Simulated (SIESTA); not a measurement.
Sn:

```xyz
2
Lattice="0.0000 3.2333 3.2333 3.2333 0.0000 3.2333 3.2333 3.2333 0.0000" Properties=species:S:1:pos:R:3 pbc="T T T"
Sn    4.8500    4.8500    4.8500
Sn    3.2333    3.2333    3.2333
```

This isn't the form of Sn at room conditions, which is tetragonal (white tin).

Base run:

- Program: SIESTA 5.4.2
- Functional: vdW-DF-C09
- Potentials or basis: PseudoDojo 0.4 standard (PBE files)
- Basis: DZP (energy shift 0.003 Ry; two zetas on semicore shells)
- Grid cutoff: 500 Ry
- Energy shift: 0.003 Ry
- k mesh: 7 × 7 × 7
- Occupations: fermi-dirac, width 0.05 eV
- Spin: no spin polarisation

Its results: band gap on the k mesh none (metal or under the smearing width); pressure 2.2 GPa.

Problem. The run is repeated on the same cell with these changes: functional from vdW-DF-C09 to optB88-vdW. What comes out?

Solution. Band gap on the k mesh none (metal or under the smearing width); pressure 4.1 GPa.

Caveats: the potentials were made for another functional, which shifts forces and pressure; spin-orbit coupling is left out, which moves the levels of the heavy elements; the basis of atomic orbitals isn't converged, which shifts pressures, moduli and gaps.
